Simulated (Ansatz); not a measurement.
# SiO2: the cost of one run

Method: DFT PBE, scalar-relativistic, plane waves, PAW, in Ansatz 0.2.0.

## (1) The starting structure

It takes space group Immm (No. 71, orthorhombic). The conventional cell has a = 3.268 Å, b = 3.739 Å, c = 5.625 Å, α = 90.00°, β = 90.00°, γ = 90.00°. Around Si (site symmetry mmm) lie 2 O at 1.63 Å. O (site symmetry mmm) is surrounded by 2 O at 1.87 Å. Around O (site symmetry mmm) lie 2 Si at 1.63 Å and 2 O at 1.87 Å.

As a file:

```cif
data_structure
_symmetry_space_group_name_H-M 'Immm'
_symmetry_Int_Tables_number 71
_cell_length_a 3.2684
_cell_length_b 3.7391
_cell_length_c 5.6247
_cell_angle_alpha 90.000
_cell_angle_beta 90.000
_cell_angle_gamma 90.000
_cell_volume 68.74
loop_
_atom_site_label
_atom_site_type_symbol
_atom_site_symmetry_multiplicity
_atom_site_Wyckoff_symbol
_atom_site_fract_x
_atom_site_fract_y
_atom_site_fract_z
_atom_site_occupancy
Si1 Si 2 b 0.50000 0.00000 0.00000 1
O1 O 2 d 0.00000 0.50000 0.00000 1
O2 O 2 a 0.00000 0.00000 0.00000 1
```

Recipe of the guess: random cell by space group and Wyckoff sites (Immm, No. 71). Its size is a rough estimate.

## (2) A first look at the guess

input.yaml

```yaml
crystal:
  lattice:
    - [-1.63418833, 1.86955384, 2.81237259]
    - [1.63418833, -1.86955384, 2.81237259]
    - [1.63418833, 1.86955384, -2.81237259]
  atoms:
    - { symbol: Si, position: [0.0, 0.5, 0.5] }
    - { symbol: O, position: [0.5, 0.0, 0.5] }
    - { symbol: O, position: [0.0, 0.0, 0.0] }
basis:
  ecutwfc: 420
kpoints:
  mp_grid: { grid: [8, 8, 8] }
hamiltonian:
  xc: pbe
scf:
  occupations: { method: gaussian, width: 0.1 }
  lower_state_search: "off"
output:
  forces: true
  stress: true
  eigenvalues: true
```

Started as:

```sh
$ ansatz run input.yaml --threads 1 --pin off --max-ram 2560MiB --backend cpu --events-out ev --progress --plain --runs-dir out
```

**Question.** How long does this run take on 1 thread of AMD EPYC (Zen 3), shared host, and how much memory does it need?

About 5.7 s, with a peak of 0.34 GiB.
